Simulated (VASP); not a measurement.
# Si (I4/mmm) in VASP: a series of runs, part 2 of 2

VASP 6.6.1. The steps go on from the part before.

## (4) Single point, PBE+D3(BJ) (strain +0.050 along x and y, +0.000 along z, atoms carried along)

Contents of INCAR:

```
  PREC = Accurate
  ENCUT = 520
  EDIFF = 1E-6
  ISMEAR = 0
  SIGMA = 0.15
  LREAL = F
  LASPH = T
  NELM = 80
  ALGO = Normal
  ISIF = 2
  LWAVE = F
  LCHARG = F
  GGA = PE
  IVDW = 12
  NBANDS = 8
```

Contents of KPOINTS:

```
Automatic mesh
0
Gamma
  22 22 22
```

Contents of POSCAR:

```
Si
1.0
    0.0000000000      2.0063720679      1.9108305409
    2.0063720679      0.0000000000      1.9108305409
    2.0063720679      2.0063720679      0.0000000000
Si
1
Direct
    0.0000000000      0.0000000000      0.0000000000
```

Potentials or basis: VASP PAW PBE potentials, release 64 (Si).

Run with:

```sh
$ cat potpaw_PBE.64/Si/POTCAR > POTCAR
$ mpirun -np 1 vasp_std > vasp.out
```

OUTCAR:

```text
PREC = Accurate
   ENCUT = 520
   EDIFF = 1E-6
   ISMEAR = 0
   LREAL = F
   LASPH = T
   NELM = 80
   ISIF = 2
   GGA = PE
   IVDW = 12
 IVDW          = 12

 ion  position               nearest neighbor table
   1  0.000  0.000  0.000-

  LATTYP: Found a body centered tetragonal cell.
 ALAT       =     2.8374385896
 C/A-ratio  =     1.3468700594

  Lattice vectors:

 A1 = (   0.0000000000,  -2.0063720679,  -1.9108305409)
 A2 = (   0.0000000000,   2.0063720679,  -1.9108305409)
 A3 = (   2.0063720679,   0.0000000000,   1.9108305409)

Analysis of symmetry for initial positions (statically):
=====================================================================
 Subroutine PRICEL returns:
 Original cell was already a primitive cell.

 Routine SETGRP: Setting up the symmetry group for a
 body centered tetragonal supercell.

 Subroutine GETGRP returns: Found 16 space group operations
 (whereof 16 operations were pure point group operations)
 out of a pool of 16 trial point group operations.

The static configuration has the point symmetry D_4h.

Analysis of symmetry for dynamics (positions and initial velocities):
=====================================================================
 Subroutine PRICEL returns:
 Original cell was already a primitive cell.

 Routine SETGRP: Setting up the symmetry group for a
 body centered tetragonal supercell.

 Subroutine GETGRP returns: Found 16 space group operations
 (whereof 16 operations were pure point group operations)
 out of a pool of 16 trial point group operations.

The dynamic configuration has the point symmetry D_4h.

 Subroutine INISYM returns: Found 16 space group operations
 (whereof 16 operations are pure point group operations),
 and found     1 'primitive' translations

----------------------------------------------------------------------------------------

                                     Primitive cell

[... 111 lines left out ...]
  Thomas-Fermi vector in A             =   2.179660
   LORBIT       =      0    0 simple, 1 ext, 2 COOP (PROOUT), +10 PAW based schemes
   GGA     = PE    functional components
   LHFCALC =     F    Hartree Fock is set to
   AEXX    =    0.0000 exact exchange contribution
   IVDW    =    12    specifies the selected vdW correction
   LEPSILON=     F    determine dielectric tensor
   LRPA    =     F    only Hartree local field effects (RPA)
 non-spin polarized calculation
 Gauss-broadening in eV      SIGMA  =   0.15
  energy-cutoff  :      520.00
  volume of cell :       15.38
 maximum number of plane-waves:       435
 NGX is ok and might be reduce to    24
   NGX = 11   NGY = 11   NGZ = 11

 number of electron       4.0000000 magnetization

 Free energy of the ion-electron system (eV)
  ---------------------------------------------------
  ext. energy  EPLUGINS =         0.00000000
  ---------------------------------------------------
  free energy    TOTEN  =        -4.87756102 eV

  energy without entropy =       -4.87197769  energy(sigma->0) =       -4.87476936

 E-fermi :   9.3912     XC(G=0): -10.9482

 val. band max:        9.3851212102   @ k =   0.5000   0.0000   0.3636
 cond. band min:       9.3936567879   @ k =   0.5000   0.0455   0.3182
 fundamental gap:      0.0085355777
 Fermi energy:         9.3911767469

 k-point     1 :       0.0000    0.0000    0.0000
  band No.  band energies     occupation
      1      -4.5184      2.00000
      2      19.7401      0.00000
      3      19.8278      0.00000
      4      19.8278      0.00000
      5      20.9052      0.00000
      6      20.9052      0.00000
      7      21.5033      0.00000
      8      26.3110      0.00000
[... 243 lines left out ...]
 k-point    24 :      -0.4545    0.0455    0.0000
  band No.  band energies     occupation
      1       1.4806      2.00000
      2       3.4357      2.00000
      3      16.6944      0.00000
      4      17.2287      0.00000
      5      19.8157      0.00000
      6      20.0503      0.00000
      7      22.5146      0.00000
      8      25.9379      0.00000

 [... further k-points ...]

------------------------ aborting loop because EDIFF is reached ----------------------------------------

 Edisp (eV)   -0.40222

 E8    (eV) :    -0.1643

  FORCE on cell =-STRESS in cart. coord.  units (eV):
  Direction    XX          YY          ZZ          XY          YZ          ZX
  --------------------------------------------------------------------------------------
  -------------------------------------------------------------------------------------
  Total      -0.81638    -0.81638    -0.89002     0.00000     0.00000    -0.00000
  in kB     -85.02135   -85.02135   -92.69021     0.00000     0.00000    -0.00000
  external pressure =      -87.58 kB  Pullay stress =        0.00 kB

 VOLUME and BASIS-vectors are now :
 -----------------------------------------------------------------------------
  energy-cutoff  :      520.00
  volume of cell :       15.38
      direct lattice vectors                 reciprocal lattice vectors
     0.000000000  2.006372068  1.910830541    -0.249206021  0.249206021  0.261666322
     2.006372068  0.000000000  1.910830541     0.249206021 -0.249206021  0.261666322
     2.006372068  2.006372068  0.000000000     0.249206021  0.249206021 -0.261666322

 POSITION                                       TOTAL-FORCE (eV/Angst)
 -----------------------------------------------------------------------------------
      0.00000      0.00000      0.00000         0.000000      0.000000     -0.000000
 -----------------------------------------------------------------------------------
    total drift:                                0.000000     -0.000000     -0.000000

  FREE ENERGIE OF THE ION-ELECTRON SYSTEM (eV)
  ---------------------------------------------------
  free  energy   TOTEN  =        -5.2797828499 eV

  energy  without entropy=       -5.2741995231  energy(sigma->0) =       -5.27699119
```

OSZICAR:

```text
N       E                     dE             d eps       ncg     rms          rms(c)
DAV:   1    -0.242223261877E+01   -0.24222E+01   -0.17313E+03 14152   0.374E+02
DAV:   2    -0.488092953955E+01   -0.24587E+01   -0.23666E+01 19984   0.297E+01
DAV:   3    -0.489574247897E+01   -0.14813E-01   -0.14786E-01 15032   0.240E+00
DAV:   4    -0.489575915606E+01   -0.16677E-04   -0.16678E-04 22496   0.886E-02
DAV:   5    -0.489575915973E+01   -0.36650E-08   -0.31382E-08 15360   0.695E-04    0.235E+00
DAV:   6    -0.488410778665E+01    0.11651E-01   -0.39973E-03 15320   0.275E-01    0.130E+00
DAV:   7    -0.487758644807E+01    0.65213E-02   -0.79397E-03 15272   0.385E-01    0.125E-01
DAV:   8    -0.487756052596E+01    0.25922E-04   -0.30318E-05 21224   0.452E-02    0.148E-02
DAV:   9    -0.487756102063E+01   -0.49467E-06   -0.28737E-07 16064   0.317E-03
   1 F= -.52797828E+01 E0= -.52769912E+01  d E =-.558333E-02
```

stdout:

```text
POSCAR found type information on POSCAR Si
 POSCAR found :  1 types and       1 ions
 scaLAPACK will be used
 LDA part: xc-table for (Slater+PW92), standard interpolation
 POSCAR, INCAR and KPOINTS ok, starting setup
 FFT: planning ... GRIDC
 FFT: planning ... GRID_SOFT
 FFT: planning ... GRID
 WAVECAR not read
 entering main loop
```

It took 23 s on 1 thread of Intel Xeon 6975P-C (Granite Rapids), shared host; peak memory 0.2 GiB.

What came out:

```
Free energy                : -5.2798 eV
Pressure                   : -8.8 GPa
Band gap on the k mesh     : none (metal or under the smearing width)
Dispersion energy per atom : -0.402 eV
```

Stress tensor (GPa, compression positive):
```
-8.50  0.00  0.00
 0.00 -8.50  0.00
 0.00  0.00 -9.27
```

Levels at points of the mesh, in eV from the Fermi level:
```csv
k point,band 1,band 2,band 3,band 4,band 5,band 6,band 7
"(0.00, 0.00, 0.00)",-13.91,10.35,10.44,10.44,11.51,11.51,12.11
"(0.50, 0.00, 0.00)",-7.45,-6.57,7.47,8.47,10.12,10.96,12.91
"(0.50, 0.50, 0.00)",-4.62,-3.77,2.43,2.43,4.15,5.75,23.55
"(0.50, 0.00, 0.50)",-5.28,-4.88,3.10,3.54,4.70,6.81,23.73
```

Caveat: pairwise dispersion overbinds metals, which lowers pressure and volume.

## (5) The runs side by side

```csv
cell,gap on the mesh (eV),pressure (GPa)
"strain -0.025 along x and y, -0.050 along z, atoms carried along",none,8.8
"strain -0.050 along x and y, +0.000 along z, atoms carried along",none,9.1
"strain +0.050 along x and y, +0.000 along z, atoms carried along",none,-8.8
```

Alike in all rows: task single point; level PBE+D3(BJ); potentials or basis VASP PAW PBE potentials, release 64 (Si); no spin polarisation; k mesh 22 × 22 × 22; cutoff (eV) 520; smearing gaussian 0.15 eV.

Caveats: pairwise dispersion overbinds metals, which lowers pressure and volume.

Total energies depend on the potentials used, so only differences within one code and one set of settings carry meaning.
